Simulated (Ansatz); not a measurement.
The system is TiSe.

```
Ti Se
1.0
     3.20359    0.00000    0.00000
     0.00000    3.20359    0.00000
     0.00000    0.00000    3.20359
Ti Se
1 1
Cartesian
  0.0000 0.0000 0.0000
  1.6018 1.6018 1.6018
```

The cell was built by a generator and needn't be a form met in nature.

| Item | Value |
| --- | --- |
| Program | Ansatz 0.2.0 |
| Task | relaxation of cell and atoms |
| Functional | B3LYP |
| Potentials or basis | Ansatz PAW |
| Cutoff | 420 eV (not typed: the program's choice for these potentials) |
| k mesh | 4 × 4 × 4 |
| Occupations | fermi-dirac, width 0.05 eV |
| Spin | no spin polarisation |

At the start: volume 16.44 Å³/atom.

**Question.** Where does the relaxation end?

**Answer.** It ends after 5 steps and the volume is 17.07 Å³/atom (+3.8 %); space group Pm-3m (No. 221, to 0.05 Å).

Step by step:
| step | energy change (eV) | largest force (eV/Å) | volume (Å³) |
| --- | --- | --- | --- |
| 1 | 0.0000 | 0.0000 | 32.88 |
| 2 | -0.0080 | 0.0000 | 35.07 |
| 3 | -0.0166 | 0.0000 | 34.19 |
| 4 | -0.0166 | 0.0000 | 34.13 |
| 5 | -0.0170 | 0.0000 | 34.13 |

Final structure:
```
Ti Se
1.0
     3.24374    0.00000    0.00000
     0.00000    3.24374    0.00000
     0.00000    0.00000    3.24374
Ti Se
1 1
Direct
  0.00000 0.00000 0.00000
  0.50000 0.50000 0.50000
```

Caveat: the k mesh is coarse (spacing up to 0.49 Å⁻¹), so the values aren't converged, least of all with exact exchange; the plane-wave basis is chosen anew once the cell has moved, so the energies of steps on either side of that aren't comparable; the PAW data sets come from PBE, with cores solved anew for the run's functional, which leaves a small shift of forces and pressure.
